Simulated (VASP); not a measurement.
# CsI (Pm-3m) in VASP: notebook

Aim: see how the results for CsI move with the level of theory and the settings. Levels: PBE, HSE06. Tasks: single point, relaxation of cell and atoms.

Everything below comes from runs of VASP 6.6.1. Logs are shortened: lines on timing, memory, paths and dates and some standing lists are left out, and cuts for length are marked.

### 1 Starting point

It takes space group Pm-3m (No. 221, cubic). Conventional cell: a = 4.666 Å, b = 4.666 Å, c = 4.666 Å, α = 90.00°, β = 90.00°, γ = 90.00°. Cs (site symmetry m-3m) has 8 I at 4.04 Å as nearest neighbours. I (site symmetry m-3m) is surrounded by 8 Cs at 4.04 Å.

### 2 Single point, PBE

Input file INCAR:

```
PREC = Accurate ; ENCUT = 520
EDIFF = 1E-7 ; ISMEAR = -1
SIGMA = 0.02 ; LREAL = F
LASPH = T ; NELM = 100
ALGO = Normal ; ISIF = 2
LWAVE = F ; LCHARG = F
GGA = PE ; NBANDS = 15
```

Input file KPOINTS:

```
regular mesh
0
Gamma
  6 6 6
```

Input file POSCAR:

```
CsI
1.0
    4.6660134192      0.0000000000      0.0000000000
    0.0000000000      4.6660134192      0.0000000000
    0.0000000000      0.0000000000      4.6660134192
Cs I
1 1
Direct
    0.0000000000      0.0000000000      0.0000000000
    0.5000000000      0.5000000000      0.5000000000
```

Potentials or basis: VASP PAW PBE potentials, release 64 (Cs_sv, I).

Run with:

```console
$ cat potpaw_PBE.64/Cs_sv/POTCAR potpaw_PBE.64/I/POTCAR > POTCAR
$ mpirun -np 1 vasp_std > vasp.out
```

OUTCAR:

```text
PREC = Accurate
   ENCUT = 520
   EDIFF = 1E-7
   ISMEAR = -1
   LREAL = F
   LASPH = T
   NELM = 100
   ISIF = 2
   GGA = PE

 ion  position               nearest neighbor table
   1  0.000  0.000  0.000-
   2  0.500  0.500  0.500-

  LATTYP: Found a simple cubic cell.
 ALAT       =     4.6660134192

  Lattice vectors:

 A1 = (   4.6660134192,   0.0000000000,   0.0000000000)
 A2 = (   0.0000000000,   4.6660134192,   0.0000000000)
 A3 = (   0.0000000000,   0.0000000000,   4.6660134192)

Analysis of symmetry for initial positions (statically):
=====================================================================
 Subroutine PRICEL returns:
 Original cell was already a primitive cell.

 Routine SETGRP: Setting up the symmetry group for a
 simple cubic supercell.

 Subroutine GETGRP returns: Found 48 space group operations
 (whereof 48 operations were pure point group operations)
 out of a pool of 48 trial point group operations.

The static configuration has the point symmetry O_h .

Analysis of symmetry for dynamics (positions and initial velocities):
=====================================================================
 Subroutine PRICEL returns:
 Original cell was already a primitive cell.

 Routine SETGRP: Setting up the symmetry group for a
 simple cubic supercell.

 Subroutine GETGRP returns: Found 48 space group operations
 (whereof 48 operations were pure point group operations)
 out of a pool of 48 trial point group operations.

The dynamic configuration has the point symmetry O_h .

 Subroutine INISYM returns: Found 48 space group operations
 (whereof 48 operations are pure point group operations),
 and found     1 'primitive' translations

----------------------------------------------------------------------------------------

                                     Primitive cell

  volume of cell :     101.5870

  direct lattice vectors                    reciprocal lattice vectors
     4.666013419  0.000000000  0.000000000     0.214315715  0.000000000  0.000000000
     0.000000000  4.666013419  0.000000000     0.000000000  0.214315715  0.000000000
     0.000000000  0.000000000  4.666013419     0.000000000  0.000000000  0.214315715

  length of vectors
     4.666013419  4.666013419  4.666013419     0.214315715  0.214315715  0.214315715

  position of ions in fractional coordinates (direct lattice)
     0.000000000  0.000000000  0.000000000
     0.500000000  0.500000000  0.500000000

  ion indices of the primitive-cell ions
   primitive index   ion index
                 1           1
                 2           2

----------------------------------------------------------------------------------------

 KPOINTS: regular mesh

Automatic generation of k-mesh.
 Grid dimensions read from file:
 generate k-points for:    6    6    6

 Generating k-lattice:

  Cartesian coordinates                     Fractional coordinates (reciprocal lattice)
     0.035719286  0.000000000  0.000000000     0.166666667  0.000000000  0.000000000
     0.000000000  0.035719286  0.000000000     0.000000000  0.166666667  0.000000000
     0.000000000  0.000000000  0.035719286     0.000000000  0.000000000  0.166666667

  Length of vectors
     0.035719286  0.035719286  0.035719286

  Shift w.r.t. Gamma in fractional coordinates (k-lattice)
     0.000000000  0.000000000  0.000000000

 Subroutine IBZKPT returns following result:
 ===========================================

 Found     20 irreducible k-points:

 Following reciprocal coordinates:
            Coordinates               Weight
  0.000000  0.000000  0.000000      1.000000
  0.166667  0.000000  0.000000      6.000000
  0.333333  0.000000  0.000000      6.000000
  0.500000  0.000000  0.000000      3.000000
  0.166667  0.166667  0.000000     12.000000
  0.333333  0.166667  0.000000     24.000000
[... 12 lines left out ...]
  0.500000  0.500000  0.333333      6.000000
  0.500000  0.500000  0.500000      1.000000
   k-points           NKPTS =     20   k-points in BZ     NKDIM =     20   number of bands    NBANDS=     15
   number of dos      NEDOS =    301   number of ions     NIONS =      2
   total plane-waves  NPLWV =  46656
   dimension x,y,z NGX =    36 NGY =   36 NGZ =   36
   dimension x,y,z NGXF=    72 NGYF=   72 NGZF=   72
   ions per type =               1   1
   NGX,Y,Z   is equivalent  to a cutoff of  12.83, 12.83, 12.83 a.u.
   NGXF,Y,Z  is equivalent  to a cutoff of  25.65, 25.65, 25.65 a.u.
 SYSTEM =  unknown system
   PREC   = accura    normal or accurate (medium, high low for compatibility)
   ISTART =      0    job   : 0-new  1-cont  2-samecut
   ICHARG =      2    charge: 1-file 2-atom 10-const
   ISPIN  =      1    spin polarized calculation?
   LNONCOLLINEAR =      F non collinear calculations
   LSORBIT =      F    spin-orbit coupling
   LASPH  =      T    aspherical Exc in radial PAW
   ENCUT  =  520.0 eV  38.22 Ry    6.18 a.u.   8.68  8.68  8.68*2*pi/ulx,y,z
   NELM   =    100;   NELMIN=  2; NELMDL= -5     # of ELM steps
   EDIFF  = 0.1E-06   stopping-criterion for ELM
   LREAL  =      F    real-space projection
   EDIFFG = 0.1E-05   stopping-criterion for IOM
   NSW    =      0    number of steps for IOM
   IBRION =     -1    ionic relax: 0-MD 1-quasi-New 2-CG
   NFREE  =      0    steps in history (QN), initial steepest desc. (CG)
   ISIF   =      2    stress and relaxation
   ISYM   =      2    0-nonsym 1-usesym 2-fastsym
   POTIM  = 0.5000    time-step for ionic-motion
   TEBEG  =    0.0;   TEEND  =   0.0 temperature during run
   PSTRESS=    0.0 pullay stress
   NELECT =      16.0000    total number of electrons
   NUPDOWN=      -1.0000    fix difference up-down
   EMIN   =  10.00;   EMAX   =-10.00  energy-range for DOS
   EFERMI =   0.00;   METHOD = LEGACY
   ISMEAR =    -1;   SIGMA  =   0.02  broadening in eV -4-tet -1-fermi 0-gaus
   EFERMI_NEDOS =   21; number of points for ismear=-14 and -15
   IALGO  =     38    algorithm
   IMIX   =      4    mixing-type and parameters
     AMIX     =   0.40;   BMIX     =  1.00
     AMIX_MAG =   1.60;   BMIX_MAG =  1.00
  volume/ion in A,a.u.               =      50.79       342.77
  Fermi-wavevector in a.u.,A,eV,Ry     =   0.884102  1.670710 10.634798  0.781636
  Thomas-Fermi vector in A             =   2.004957
   LORBIT       =      0    0 simple, 1 ext, 2 COOP (PROOUT), +10 PAW based schemes
   GGA     = PE    functional components
   LHFCALC =     F    Hartree Fock is set to
   AEXX    =    0.0000 exact exchange contribution
   IVDW    =     0    specifies the selected vdW correction
   LEPSILON=     F    determine dielectric tensor
   LRPA    =     F    only Hartree local field effects (RPA)
 non-spin polarized calculation
  energy-cutoff  :      520.00
  volume of cell :      101.59
 maximum number of plane-waves:      2800
 NGX is ok and might be reduce to    36
   NGX = 17   NGY = 17   NGZ = 17

 number of electron      15.9999999 magnetization

 Free energy of the ion-electron system (eV)
  ---------------------------------------------------
  ext. energy  EPLUGINS =         0.00000000
  ---------------------------------------------------
  free energy    TOTEN  =        -5.44283759 eV

  energy without entropy =       -5.44283759  energy(sigma->0) =       -5.44283759

 E-fermi :   0.9400     XC(G=0):  -7.4957

 val. band max:        0.4450079990   @ k =   0.5000   0.5000   0.0000
 cond. band min:       4.1212730418   @ k =   0.0000   0.0000   0.0000
 fundamental gap:      3.6762650427
 Fermi energy:         0.9400024325

 k-point     1 :       0.0000    0.0000    0.0000
  band No.  band energies     occupation
      1     -20.0334      2.00000
      2     -10.1176      2.00000
      3      -6.7415      2.00000
      4      -6.7415      2.00000
      5      -6.7415      2.00000
      6       0.3487      2.00000
      7       0.3487      2.00000
      8       0.3487      2.00000
      9       4.1213      0.00000
     10       4.7138      0.00000
     11       4.7138      0.00000
     12       8.0641      0.00000
     13       8.0641      0.00000
     14       8.0641      0.00000
     15      10.4366      0.00000

 k-point     2 :       0.1667    0.0000    0.0000
  band No.  band energies     occupation
      1     -20.0288      2.00000
      2     -10.1173      2.00000
      3      -6.7776      2.00000
      4      -6.7295      2.00000
      5      -6.7295      2.00000
      6      -0.0686      2.00000
      7       0.3211      2.00000
      8       0.3211      2.00000
      9       4.6735      0.00000
     10       4.8707      0.00000
     11       5.2475      0.00000
     12       7.9874      0.00000
     13       7.9874      0.00000
     14       8.1797      0.00000
     15       9.3474      0.00000

 k-point     3 :       0.3333    0.0000    0.0000
  band No.  band energies     occupation
      1     -20.0197      2.00000
      2     -10.1182      2.00000
      3      -6.8416      2.00000
      4      -6.7052      2.00000
      5      -6.7052      2.00000
      6      -0.7032      2.00000
      7       0.2640      2.00000
      8       0.2640      2.00000
      9       5.2987      0.00000
     10       5.8012      0.00000
     11       6.3948      0.00000
     12       7.9813      0.00000
     13       7.9976      0.00000
     14       7.9976      0.00000
     15       8.4639      0.00000
[... 271 lines left out ...]
 k-point    19 :       0.5000    0.5000    0.3333
  band No.  band energies     occupation
      1     -19.9864      2.00000
      2      -9.9107      2.00000
      3      -6.9729      2.00000
      4      -6.9729      2.00000
      5      -6.8818      2.00000
      6      -0.6275      2.00000
      7      -0.6275      2.00000
      8      -0.4751      2.00000
      9       6.4014      0.00000
     10       6.9878      0.00000
     11       6.9878      0.00000
     12       7.3188      0.00000
     13       8.6476      0.00000
     14       8.6476      0.00000
     15       9.9105      0.00000

 k-point    20 :       0.5000    0.5000    0.5000
  band No.  band energies     occupation
      1     -19.9825      2.00000
      2      -9.8889      2.00000
      3      -6.9514      2.00000
      4      -6.9514      2.00000
      5      -6.9514      2.00000
      6      -0.7125      2.00000
      7      -0.7125      2.00000
      8      -0.7125      2.00000
      9       7.4194      0.00000
     10       7.4194      0.00000
     11       7.4194      0.00000
     12       8.0121      0.00000
     13       8.0121      0.00000
     14       8.0121      0.00000
     15       9.9076      0.00000

------------------------ aborting loop because EDIFF is reached ----------------------------------------

  FORCE on cell =-STRESS in cart. coord.  units (eV):
  Direction    XX          YY          ZZ          XY          YZ          ZX
  --------------------------------------------------------------------------------------
  -------------------------------------------------------------------------------------
  Total        0.0176622      0.0176622      0.0176622      0.0000000     -0.0000000      0.0000000
  in kB        0.2785597      0.2785597      0.2785597      0.0000000     -0.0000000      0.0000000
  external PRESSURE =       0.2785597 kB  Pullay stress =       0.0000000 kB

 VOLUME and BASIS-vectors are now :
 -----------------------------------------------------------------------------
  energy-cutoff  :      520.00
  volume of cell :      101.59
      direct lattice vectors                 reciprocal lattice vectors
     4.666013419  0.000000000  0.000000000     0.214315715  0.000000000  0.000000000
     0.000000000  4.666013419  0.000000000     0.000000000  0.214315715  0.000000000
     0.000000000  0.000000000  4.666013419     0.000000000  0.000000000  0.214315715

 POSITION                                       TOTAL-FORCE (eV/Angst)
 -----------------------------------------------------------------------------------
      0.00000      0.00000      0.00000         0.000000      0.000000      0.000000
      2.33301      2.33301      2.33301         0.000000      0.000000      0.000000
 -----------------------------------------------------------------------------------
    total drift:                               -0.000000      0.000000      0.000000

  FREE ENERGIE OF THE ION-ELECTRON SYSTEM (eV)
  ---------------------------------------------------
  free  energy   TOTEN  =        -5.4428375880 eV

  energy  without entropy=       -5.4428375880  energy(sigma->0) =       -5.44283759
```

Run time: 16 s. Hardware: 1 thread of AMD EPYC 9R45 (Zen 5), shared host; peak memory 0.18 GiB.

What came out:

| Quantity | Value |
| --- | --- |
| Free energy | -5.4428 eV |
| Pressure | 0.0 GPa |
| Band gap on the k mesh | 3.68 eV, indirect (least direct gap 3.77 eV) |

Caveat: spin-orbit coupling is left out, which moves the levels of the heavy elements.

### 3 Relaxation of cell and atoms, PBE

This run uses another cell than the first one, of 47.62 Å³/atom, 0.937 times its volume.

Input file INCAR:

```
SYSTEM = CsI
PREC     = Accurate       ! precision mode
ENCUT    = 600            ! plane-wave cutoff, eV
EDIFF    = 1E-6           ! SCF threshold, eV
ISMEAR   = -1             ! smearing method
SIGMA    = 0.02           ! smearing width, eV
LREAL    = .FALSE.        ! projectors in reciprocal space
LASPH    = .TRUE.         ! aspherical terms in the spheres
NELM     = 100            ! most SCF steps
ALGO     = Fast           ! electronic algorithm
ISIF     = 3              ! what is computed and relaxed
LWAVE    = .FALSE.        ! write WAVECAR
LCHARG   = .FALSE.        ! write CHGCAR
GGA      = PE             ! functional
IBRION   = 2              ! ionic algorithm
NSW      = 80             ! ionic steps
EDIFFG   = -0.005         ! ionic threshold
```

Input file KPOINTS:

```
Automatic mesh
0
G
  6 6 6
  0 0 0
```

Input file POSCAR:

```
CsI
1.0
    4.5667000000      0.0000000000      0.0000000000
    0.0000000000      4.5667000000      0.0000000000
    0.0000000000      0.0000000000      4.5667000000
Cs I
1 1
Direct
    0.0000000000      0.0000000000      0.0000000000
    0.5000000000      0.5000000000      0.5000000000
```

Potentials or basis: VASP PAW PBE potentials, release 64 (Cs_sv, I).

Run with:

```console
$ cat potpaw_PBE.64/Cs_sv/POTCAR potpaw_PBE.64/I/POTCAR > POTCAR
$ mpirun -np 1 vasp_std > vasp.out
```

Run time: 69 s. Hardware: 1 thread of AMD EPYC 9R45 (Zen 5), shared host; peak memory 0.2 GiB.

Results (log left out):

```yaml
Free_energy: -5.4425 eV
Relaxed_volume: 50.87 Å³/atom
Relaxed_cell: a = 4.668 Å, b = 4.668 Å, c = 4.668 Å, α = 90.00°, β = 90.00°, γ = 90.00°
Space_group_after_relaxing_to_0.05_Å: Pm-3m (No. 221)
Energy_gained_by_relaxing: 7.6 meV/atom
Ionic_steps: 8
Pressure_after_relaxing: 0.0 GPa
Band_gap_on_the_k_mesh: 3.67 eV, indirect (least direct gap 3.77 eV)
```

Step by step:
| step | energy change (eV) | largest force (eV/Å) | pressure (GPa) | volume (Å³) |
| --- | --- | --- | --- | --- |
| 1 | 0.0000 | 0.0000 | 0.79 | 95.24 |
| 2 | -0.0117 | 0.0000 | 0.39 | 98.52 |
| 3 | -0.0153 | 0.0000 | -0.04 | 101.97 |
| 4 | -0.0153 | 0.0000 | 0.02 | 101.61 |
| 5 | -0.0153 | 0.0000 | 0.02 | 101.74 |
| 6 | -0.0153 | 0.0000 | 0.02 | 101.74 |
| 7 | -0.0153 | 0.0000 | 0.02 | 101.75 |
| 8 | -0.0153 | 0.0000 | 0.01 | 101.75 |

Final structure:
```yaml
crystal:
  lattice:
    - [4.66847, 0.00000, 0.00000]
    - [0.00000, 4.66847, 0.00000]
    - [0.00000, 0.00000, 4.66847]
  atoms:
    - { symbol: Cs, position: [0.00000, 0.00000, 0.00000] }
    - { symbol: I, position: [0.50000, 0.50000, 0.50000] }
```

Levels at points of the mesh, in eV from the valence-band top:
```
           k point  band 6  band 7  band 8  band 9  band 10  band 11
(0.00, 0.00, 0.00)   -0.10   -0.10   -0.10    3.67     4.27     4.27
(0.50, 0.00, 0.00)   -1.41   -0.21   -0.21    5.21     6.21     6.43
(0.50, 0.50, 0.00)   -0.81   -0.81    0.00    4.25     4.89     6.08
(0.50, 0.50, 0.50)   -1.15   -1.15   -1.15    6.97     6.97     6.97
```

Caveat: spin-orbit coupling is left out, which moves the levels of the heavy elements. PBE usually gives volumes a little too large and moduli too small.

### 4 Single point, HSE06

This run uses another cell than the first one, of 48.93 Å³/atom, 0.963 times its volume.

Input file POSCAR:

```
CsI
1.0
    4.6080836004      0.0000000000      0.0000000000
    0.0000000000      4.6080836004      0.0000000000
    0.0000000000      0.0000000000      4.6080836004
Cs I
1 1
Direct
    0.0000000000      0.0000000000      0.0000000000
    0.5000000000      0.5000000000      0.5000000000
```

Input file INCAR.step1:

```
SYSTEM = CsI
PREC = Accurate
ENCUT = 520
EDIFF = 1E-5
ISMEAR = 0
SIGMA = 0.01
LREAL = .FALSE.
LASPH = .TRUE.
NELM = 100
ALGO = Normal
ISIF = 2
LWAVE = .TRUE.
NBANDS = 15
GGA = PE
```

Input file INCAR.step2:

```
SYSTEM = CsI
PREC = Accurate
ENCUT = 520
EDIFF = 1E-6
ISMEAR = 0
SIGMA = 0.01
LREAL = .FALSE.
LASPH = .TRUE.
NELM = 100
ALGO = Normal
ISIF = 2
LWAVE = .FALSE.
LCHARG = .TRUE.
GGA = PE
LHFCALC = .TRUE.
HFSCREEN = 0.2079
PRECFOCK = Normal
LELF = .TRUE.
LVHAR = .TRUE.
NBANDS = 15
ISTART = 1
```

Input file KPOINTS:

```
Automatic mesh
0
G
  4 4 4
  0 0 0
```

Run with:

```console
$ cat potpaw_PBE.64/Cs_sv/POTCAR potpaw_PBE.64/I/POTCAR > POTCAR
$ cp INCAR.step1 INCAR
$ mpirun -np 1 vasp_std > vasp.out
$ cp INCAR.step2 INCAR
$ mpirun -np 1 vasp_std > vasp.out
```

Wall time 7.6 min (1 thread of AMD EPYC 9R45 (Zen 5), shared host); peak memory 0.29 GiB.

Results (log left out):

```yaml
Free_energy: -6.3079 eV
Pressure: 0.2 GPa
Band_gap_on_the_k_mesh: 4.78 eV, indirect (least direct gap 4.88 eV)
```

Levels at points of the mesh, in eV from the valence-band top:
```tsv
k point	band 6	band 7	band 8	band 9	band 10	band 11
(0.00, 0.00, 0.00)	-0.10	-0.10	-0.10	4.78	5.19	5.19
(0.50, 0.00, 0.00)	-1.58	-0.23	-0.23	6.27	7.39	7.72
(0.50, 0.50, 0.00)	-0.91	-0.91	0.00	5.22	5.93	7.18
(0.50, 0.50, 0.50)	-1.32	-1.32	-1.32	8.11	8.11	8.11
```

Caveat: the PAW data sets were made with another functional, which shifts forces and pressure a little; spin-orbit coupling is left out, which moves the levels of the heavy elements. A k mesh can miss the band edges.

### 5 Single point, PBE, non-collinear spin, zero start, spin-orbit coupling

This run uses another cell than the first one, of 48.93 Å³/atom, 0.963 times its volume.

Input file INCAR:

```
PREC = Accurate ; ENCUT = 520
EDIFF = 1E-7 ; ISMEAR = 0
SIGMA = 0.01 ; LREAL = F
LASPH = T ; NELM = 150
ALGO = Fast ; ISIF = 2
LWAVE = F ; LCHARG = F
MAGMOM = 0 0 0 0 0 0 ; LORBIT = 11
LSORBIT = T ; GGA_COMPAT = F
LORBMOM = T ; GGA = PE
NBANDS = 28
```

Input file KPOINTS:

```
Automatic mesh
0
Gamma
  6 6 6
```

POSCAR is that of step 4.

Run with:

```console
$ cat potpaw_PBE.64/Cs_sv/POTCAR potpaw_PBE.64/I/POTCAR > POTCAR
$ mpirun -np 1 vasp_ncl > vasp.out
```

Wall time 92 s (1 thread of AMD EPYC 9R45 (Zen 5), shared host); peak memory 0.39 GiB.

Results (log left out):

```
Free energy                                           : -5.7253 eV
Pressure                                              : 0.4 GPa
Net moment                                            : 0.00 μB per cell
Valence electrons inside the program's atomic spheres : Cs 6.57; I 4.33
```

Moments on the atoms (μB; x, y, z):
```
Cs  0.00 0.00 0.00
I   0.00 0.00 0.00
```

### 6 Overview

```tsv
task	level	spin	cell	k mesh	cutoff (eV)	smearing	exchange at q = 0	grid for exact exchange (PRECFOCK)	screening parameter	gap on the mesh (eV)	pressure (GPa)
single point	PBE	off	Pm-3m, 50.79 Å³/atom	6 × 6 × 6	520	fermi-dirac 0.02 eV	-	-	-	3.68	0.0
relaxation of cell and atoms	PBE	off	relaxed	6 × 6 × 6	600	fermi-dirac 0.02 eV	-	-	-	3.67	0.0
single point	HSE06	off	Pm-3m, 48.93 Å³/atom	4 × 4 × 4	520	gaussian 0.01 eV	truncated	Normal	0.2079 1/A	4.78	0.2
single point	PBE	non-collinear, zero start, SOC	Pm-3m, 48.93 Å³/atom	6 × 6 × 6	520	gaussian 0.01 eV	-	-	-	-	0.4
```

Alike in all rows: potentials or basis VASP PAW PBE potentials, release 64 (Cs_sv, I).

The pressure there spans 0.0 GPa (PBE) to 0.4 GPa (PBE); a positive pressure means that this level wants a larger cell, a negative one a smaller.

Caveats: spin-orbit coupling is left out, which moves the levels of the heavy elements (some runs); the PAW data sets were made with another functional, which shifts forces and pressure a little (some runs).

Total energies depend on the potentials used, so only differences within one code and one set of settings carry meaning.
